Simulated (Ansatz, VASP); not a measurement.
## One calculation of Se, two programs

```xyz
2
Lattice="0.0000 3.1110 3.1110 3.1110 0.0000 3.1110 3.1110 3.1110 0.0000" Properties=species:S:1:pos:R:3 pbc="T T T"
Se    0.7778    0.7778    0.7778
Se    5.4443    5.4443    5.4443
```

Alike in both runs: task single point; functional BLYP; k mesh 10 × 10 × 10; occupations fermi-dirac, width 0.1 eV; no spin polarisation.

|  | VASP | Ansatz |
| --- | --- | --- |
| version | VASP 6.6.1 | Ansatz 0.2.0 |
| potentials or method | VASP PAW PBE potentials, release 64 (Se) | plane waves (420 eV) with PAW, scalar-relativistic |
| plane-wave cutoff (eV) | 520 | 420 |
| valence electrons in the cell | 12 | 32 |

|  | VASP | Ansatz | Ansatz less VASP |
| --- | --- | --- | --- |
| pressure (GPa) | 5.6 | 5.5 | -0.16 |

With one functional, cell and mesh, what is left measures potentials, basis and numerics. The two sets of potentials don't hold the same shells in valence.

Caveats: the PAW data sets were made with another functional, which shifts forces and pressure a little (VASP).
